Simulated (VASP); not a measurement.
# MnO (F-43m) in VASP: electric field gradients with PBE

Aim: the electric field gradients of MnO with PBE.

Program: VASP 6.6.1. These are calculated values, not measurements. Logs are shortened: lines on timing, memory, paths and dates and some standing lists are left out, and cuts for length are marked.

### Step 1. The structure

The structure is cubic, space group F-43m (No. 216). Conventional cell: a = 4.800 Å, b = 4.800 Å, c = 4.800 Å, α = 90.00°, β = 90.00°, γ = 90.00°. Mn (site symmetry -43m) has 4 O at 2.08 Å as nearest neighbours. O (site symmetry -43m) is surrounded by 4 Mn at 2.08 Å.

Measurements of this composition are mostly on another form, of space group No. 225.

### Step 2. Electric field gradients, PBE

The input, INCAR:

```
SYSTEM = MnO
ALGO = Normal
EDIFF = 1E-8
ENCUT = 520
GGA = PE
ISIF = 2
ISMEAR = -1
LASPH = .TRUE.
LCHARG = .FALSE.
LEFG = .TRUE.
LREAL = .FALSE.
LWAVE = .FALSE.
NBANDS = 16
NELM = 100
PREC = Accurate
SIGMA = 0.05
```

The input, KPOINTS:

```
k-points
0
G
  14 14 14
  0 0 0
```

The input, POSCAR:

```
MnO
1.0
    0.0000000000      2.4001540386      2.4001540386
    2.4001540386      0.0000000000      2.4001540386
    2.4001540386      2.4001540386      0.0000000000
Mn O
1 1
Direct
    0.0000000000      0.0000000000      0.0000000000
    0.2500000000      0.2500000000      0.2500000000
```

Potentials or basis: VASP PAW PBE potentials, release 64 (Mn_pv, O).

Launch:

```sh
$ cat potpaw_PBE.64/Mn_pv/POTCAR potpaw_PBE.64/O/POTCAR > POTCAR
$ mpirun -np 1 vasp_std > vasp.out
```

OUTCAR:

```text
SYSTEM = MnO
   EDIFF = 1E-8
   ENCUT = 520
   GGA = PE
   ISIF = 2
   ISMEAR = -1
   LASPH = .TRUE.
   LREAL = .FALSE.
   NELM = 100
   PREC = Accurate

 ion  position               nearest neighbor table
   1  0.000  0.000  0.000-   2 2.08   2 2.08   2 2.08   2 2.08
   2  0.250  0.250  0.250-   1 2.08   1 2.08   1 2.08   1 2.08

  LATTYP: Found a face centered cubic cell.
 ALAT       =     4.8003080772

  Lattice vectors:

 A1 = (   0.0000000000,   2.4001540386,   2.4001540386)
 A2 = (   2.4001540386,   0.0000000000,   2.4001540386)
 A3 = (   2.4001540386,   2.4001540386,   0.0000000000)

Analysis of symmetry for initial positions (statically):
=====================================================================
 Subroutine PRICEL returns:
 Original cell was already a primitive cell.

 Routine SETGRP: Setting up the symmetry group for a
 face centered cubic supercell.

 Subroutine GETGRP returns: Found 24 space group operations
 (whereof 24 operations were pure point group operations)
 out of a pool of 48 trial point group operations.

The static configuration has the point symmetry T_d .

Analysis of symmetry for dynamics (positions and initial velocities):
=====================================================================
 Subroutine PRICEL returns:
 Original cell was already a primitive cell.

 Routine SETGRP: Setting up the symmetry group for a
 face centered cubic supercell.

 Subroutine GETGRP returns: Found 24 space group operations
 (whereof 24 operations were pure point group operations)
 out of a pool of 48 trial point group operations.

The dynamic configuration has the point symmetry T_d .

 Subroutine INISYM returns: Found 24 space group operations
 (whereof 24 operations are pure point group operations),
 and found     1 'primitive' translations

----------------------------------------------------------------------------------------

                                     Primitive cell

  volume of cell :      27.6533

  direct lattice vectors                    reciprocal lattice vectors
     0.000000000  2.400154039  2.400154039    -0.208319963  0.208319963  0.208319963
     2.400154039  0.000000000  2.400154039     0.208319963 -0.208319963  0.208319963
     2.400154039  2.400154039  0.000000000     0.208319963  0.208319963 -0.208319963

  length of vectors
     3.394330393  3.394330393  3.394330393     0.360820760  0.360820760  0.360820760

[... 116 lines left out ...]
   NGX = 13   NGY = 13   NGZ = 13

 number of electron      19.0000005 magnetization

 Free energy of the ion-electron system (eV)
  ---------------------------------------------------
  ext. energy  EPLUGINS =         0.00000000
  ---------------------------------------------------
  free energy    TOTEN  =       -14.67957661 eV

  energy without entropy =      -14.64034018  energy(sigma->0) =      -14.65995840

 E-fermi :   4.5902     XC(G=0): -10.5636

 val. band max:        4.5889020951   @ k =   0.5000   0.4286   0.0714
 cond. band min:       4.5928888414   @ k =  -0.2857   0.2857   0.0714
 fundamental gap:      0.0039867463
 Fermi energy:         4.5901628966

 k-point     1 :       0.0000    0.0000    0.0000
  band No.  band energies     occupation
      1     -43.4058      2.00000
      2     -43.4058      2.00000
      3     -43.4058      2.00000
      4     -14.9714      2.00000
      5      -0.6543      2.00000
      6      -0.6543      2.00000
[... 433 lines left out ...]
      3     -43.4099      2.00000
      4     -14.7413      2.00000
      5      -1.3631      2.00000
      6      -0.5329      2.00000
[... 8 lines left out ...]
     15      16.9410      0.00000
     16      17.2547      0.00000

 [... further k-points ...]
[... 5 lines left out ...]
  --------------------------------------------------------------------------------------
  -------------------------------------------------------------------------------------
  Total       -5.6732334     -5.6732334     -5.6732334      0.0000000     -0.0000000      0.0000000
  in kB     -328.6956029   -328.6956029   -328.6956029      0.0000000     -0.0000000      0.0000000
  external PRESSURE =    -328.6956029 kB  Pullay stress =       0.0000000 kB

 VOLUME and BASIS-vectors are now :
 -----------------------------------------------------------------------------
  energy-cutoff  :      520.00
  volume of cell :       27.65
      direct lattice vectors                 reciprocal lattice vectors
     0.000000000  2.400154039  2.400154039    -0.208319963  0.208319963  0.208319963
     2.400154039  0.000000000  2.400154039     0.208319963 -0.208319963  0.208319963
     2.400154039  2.400154039  0.000000000     0.208319963  0.208319963 -0.208319963

 POSITION                                       TOTAL-FORCE (eV/Angst)
 -----------------------------------------------------------------------------------
      0.00000      0.00000      0.00000         0.000000      0.000000      0.000000
      1.20008      1.20008      1.20008        -0.000000     -0.000000     -0.000000
 -----------------------------------------------------------------------------------
    total drift:                                0.000000      0.000000     -0.000000

  FREE ENERGIE OF THE ION-ELECTRON SYSTEM (eV)
  ---------------------------------------------------
  free  energy   TOTEN  =       -14.6795766146 eV

  energy  without entropy=      -14.6403401824  energy(sigma->0) =      -14.65995840

 Electric field gradients (V/A^2)
---------------------------------------------------------------------
 ion       V_xx      V_yy      V_zz      V_xy      V_xz      V_yz
---------------------------------------------------------------------
   1      -0.000    -0.000    -0.000    -0.003    -0.003    -0.003
   2      -0.000    -0.000    -0.000    -0.001    -0.001    -0.001
---------------------------------------------------------------------

 Electric field gradients after diagonalization (V/A^2)
 (convention: |V_zz| > |V_xx| > |V_yy|)
----------------------------------------------------------------------
 ion       V_xx      V_yy      V_zz     asymmetry (V_yy - V_xx)/ V_zz
----------------------------------------------------------------------
   1       0.003     0.003    -0.006       0.000
   2       0.001     0.001    -0.002       0.000
----------------------------------------------------------------------

           NMR quadrupolar parameters

 Cq : quadrupolar parameter    Cq=e*Q*V_zz/h
 eta: asymmetry parameters     (V_yy - V_xx)/ V_zz
 Q  : nuclear electric quadrupole moment in mb (millibarn)
----------------------------------------------------------------------
 ion       Cq(MHz)       eta       Q (mb)
----------------------------------------------------------------------
   1      -0.000       0.000       1.000
   2      -0.000       0.000       1.000
----------------------------------------------------------------------
```

OSZICAR:

```text
N       E                     dE             d eps       ncg     rms          rms(c)
DAV:   1     0.160551067055E+03    0.16055E+03   -0.10972E+04  3336   0.131E+03
DAV:   2    -0.103036199398E+02   -0.17085E+03   -0.16377E+03  3816   0.363E+02
DAV:   3    -0.181763512669E+02   -0.78727E+01   -0.78117E+01  3640   0.859E+01
DAV:   4    -0.182454463528E+02   -0.69095E-01   -0.69090E-01  3912   0.856E+00
DAV:   5    -0.182464720281E+02   -0.10257E-02   -0.10257E-02  3648   0.102E+00    0.161E+01
DAV:   6    -0.216197029999E+02   -0.33732E+01   -0.39528E+01  3952   0.733E+01    0.315E+01
DAV:   7    -0.148021068367E+02    0.68176E+01   -0.45131E+01  3328   0.643E+01    0.476E+00
DAV:   8    -0.147390907800E+02    0.63016E-01   -0.12850E+00  3392   0.882E+00    0.282E+00
DAV:   9    -0.146934861905E+02    0.45605E-01   -0.22825E-01  3568   0.405E+00    0.132E+00
DAV:  10    -0.146869260671E+02    0.65601E-02   -0.23776E-02  3344   0.149E+00    0.985E-01
DAV:  11    -0.146812930214E+02    0.56330E-02   -0.19531E-02  3488   0.122E+00    0.369E-01
DAV:  12    -0.146796371103E+02    0.16559E-02   -0.34665E-03  4816   0.674E-01    0.932E-02
DAV:  13    -0.146795830925E+02    0.54018E-04   -0.55200E-04  3344   0.227E-01    0.325E-02
DAV:  14    -0.146795784458E+02    0.46467E-05   -0.31438E-05  3408   0.652E-02    0.129E-02
DAV:  15    -0.146795766100E+02    0.18359E-05   -0.80991E-06  3816   0.304E-02    0.426E-03
DAV:  16    -0.146795766207E+02   -0.10782E-07   -0.25934E-07  3480   0.569E-03    0.118E-03
DAV:  17    -0.146795766146E+02    0.61391E-08   -0.45618E-08  4040   0.229E-03
   1 F= -.14679577E+02 E0= -.14659958E+02  d E =-.392364E-01
```

stdout:

```text
POSCAR found type information on POSCAR MnO
 POSCAR found :  2 types and       2 ions
 scaLAPACK will be used
 LDA part: xc-table for (Slater+PW92), standard interpolation
 POSCAR, INCAR and KPOINTS ok, starting setup
 FFT: planning ... GRIDC
 FFT: planning ... GRID_SOFT
 FFT: planning ... GRID
 WAVECAR not read
 entering main loop
ion   1

ion   2
```

Wall time 35 s (1 thread of Intel Xeon Platinum 8488C (Sapphire Rapids), shared host); peak memory 0.19 GiB.

What came out:

```
Free energy            : -14.6796 eV
Pressure               : -32.9 GPa
Band gap on the k mesh : none (metal or under the smearing width)
```

Levels at points of the mesh, in eV from the Fermi level:
```
           k point  band 7  band 8  band 9  band 10  band 11  band 12  band 13  band 14
(0.00, 0.00, 0.00)   -5.24   -0.38   -0.38    -0.31     1.62     1.62     1.62    13.25
(0.50, 0.00, 0.00)   -5.03   -0.34   -0.23    -0.23     0.96     0.96     5.01     6.08
(0.50, 0.50, 0.00)   -4.80   -1.13   -0.07    -0.02     0.40     0.40     5.17     8.70
```

Electric field gradients, principal values (V/Å²):
| atom | Vxx | Vyy | Vzz |
| --- | --- | --- | --- |
| 1 Mn | 0.003 | 0.003 | -0.006 |
| 2 O | 0.001 | 0.001 | -0.002 |

Caveat: a pressure of tens of GPa on the cell as given is suspect, and the run, the potentials or the cell itself is likely at fault; an odd number of electrons without spin polarisation forces a metal; a magnetic or distorted state may lie lower; the run has no spin polarisation, though such a crystal can be magnetic; semilocal functionals often make such compounds metallic where correlation or magnetic order opens a gap, which also shifts bond lengths.
